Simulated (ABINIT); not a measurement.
Runs of ABINIT 10.8.3 (patched build) on WC (Qusongite). Symmetry: P-6m2, No. 187, hexagonal system. The conventional cell has a = 2.907 Å, b = 2.907 Å, c = 2.837 Å, α = 90.00°, β = 90.00°, γ = 120.00°. W (site symmetry -6m2) is surrounded by 6 C at 2.20 Å. C (site symmetry -6m2) is surrounded by 6 W at 2.20 Å. 

```tsv
task	level	potentials or basis	cell	k mesh	cutoff (eV)	cell freedom (optcell)	cutoff smearing ecutsm (Ha)	optimiser (ionmov)	force stop (Ha/bohr)	fine-grid cutoff	gap on the mesh (eV)	pressure (GPa)	V0 of scaled cells (Å³/atom)	relaxed volume (Å³/atom)	B0 (GPa)
relaxation of cell and atoms	PBE+D3	JTH PAW PBE v2.0	relaxed	10 × 10 × 9	544	2	0.5	2	0.0001	1088.46 eV	none	0.0	-	(c)	-
band structure	SCAN	JTH PAW PBE v2.0	as given	10 × 10 × 9	653	-	-	-	-	1251.72 eV	none	(a)	-	-	-
relaxation of cell and atoms	HCTH407	JTH PAW PBE v2.0	relaxed	10 × 10 × 9	544	2	0.5	2	5e-05	1088.46 eV	none	0.0	-	10.15	-
equation of state	BP86	JTH PAW PBE v2.0	as given	10 × 10 × 9	544	-	-	-	-	1088.46 eV	-	-	10.60	-	(b)
band structure	AM05	JTH PAW PBE v2.0	as given	10 × 10 × 9	544	-	-	-	-	1088.46 eV	none	-4.9	-	-	-
equation of state	LDA	JTH PAW LDA v2.0	as given	10 × 10 × 9	408	-	-	-	-	816.342 eV	-	-	10.13	-	428
single point	LDA	JTH PAW LDA v2.0	as given	13 × 13 × 12	544	-	-	-	-	1088.46 eV	none	-10.2	-	-	-
band structure	rPW86PBE	JTH PAW PBE v2.0	as given	10 × 10 × 9	544	-	-	-	-	1088.46 eV	none	17.5	-	-	-
```

Alike in all rows: no spin polarisation; smearing fermi-dirac 0.05 eV.

Question: Fill in the values left out.

Answer: (a) -2.4; (b) 381; (c) 10.42.

Caveats: the PAW data sets were made with another functional, which shifts forces and pressure a little (some runs); spin-orbit coupling is left out, which moves the levels of the heavy elements (some runs); pressures at fixed basis lie under the slope of the energies (some runs); the cell was scaled at fixed shape and fractional positions, which overstates the stiffness of a crystal with free parameters, most of all of layers and chains (some runs); pairwise dispersion overbinds metals, which lowers pressure and volume (some runs); so large a pressure means that the cell lies far from this level's equilibrium, or that cutoff or potentials fall short (some runs).

A k mesh can miss the band edges, and the runs leave out spin-orbit coupling on W.

A gap of «none» marks a metal or a gap under the smearing width.
